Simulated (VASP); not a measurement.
## VASP 6.6.1 run: ZnSe

INCAR

```
IBRION = -1
EDIFF = 1E-7
LREAL = .FALSE.
NELM = 52
NSW = 0
ISIF = 2
LCHARG = .FALSE.
LASPH = .TRUE.
PREC = Accurate
LWAVE = .FALSE.
GGA = PE
ENCUT = 520
SIGMA = 0.02
ISMEAR = -5
NBANDS = 16
```

KPOINTS

```
KPOINTS created by Atomic Simulation Environment
0
Gamma
1 1 2
0 0 0
```

POSCAR

```
Zn Se
 1.0000000000000000
     0.0000000000000000    2.8324206844000002    2.7191238570000000
     2.8324206844000002    0.0000000000000000    2.7191238570000000
     2.8324206844000002    2.8324206844000002    0.0000000000000000
 Zn  Se
   1   1
Cartesian
  0.0000000000000000  0.0000000000000000  0.0000000000000000
  1.4162103421999999  1.4162103421999999  1.3595619284999998
```

The recommended PBE PAW datasets give the neutral cell 18 valence electrons.

Command

```
mpirun -np 1 vasp_std
```

Question: How does this run end, and what does it give?

Answer: VASP stopped before the first electronic step.

Standard output (part)

```
POSCAR found type information on POSCAR ZnSe
 POSCAR found :  2 types and       2 ions
 LDA part: xc-table for (Slater+PW92), standard interpolation
|     Your reciprocal lattice and k-lattice belong to different lattice       |
|     classes:                                                                |
|        The reciprocal lattice is body-centered tetragonal,                  |
|        whereas your k-lattice is base-centered monoclinic.                  |
|     Results are often still useful ...                                      |
|     EEEEEEE  RRRRRR   RRRRRR   OOOOOOO  RRRRRR      ###     ###     ###     |
|     E        R     R  R     R  O     O  R     R     ###     ###     ###     |
|     E        R     R  R     R  O     O  R     R     ###     ###     ###     |
|     EEEEE    RRRRRR   RRRRRR   O     O  RRRRRR       #       #       #      |
|     E        R    R   R    R   O     O  R    R      ###     ###     ###     |
|     EEEEEEE  R     R  R     R  OOOOOOO  R     R     ###     ###     ###     |
|     IBZKPT: tetrahedron method fails for NKPT<4. NKPT = 2                   |
|       ---->  I REFUSE TO CONTINUE WITH THIS SICK JOB ... BYE!!! <----       |
```

The fault: tetrahedra on too few k points.
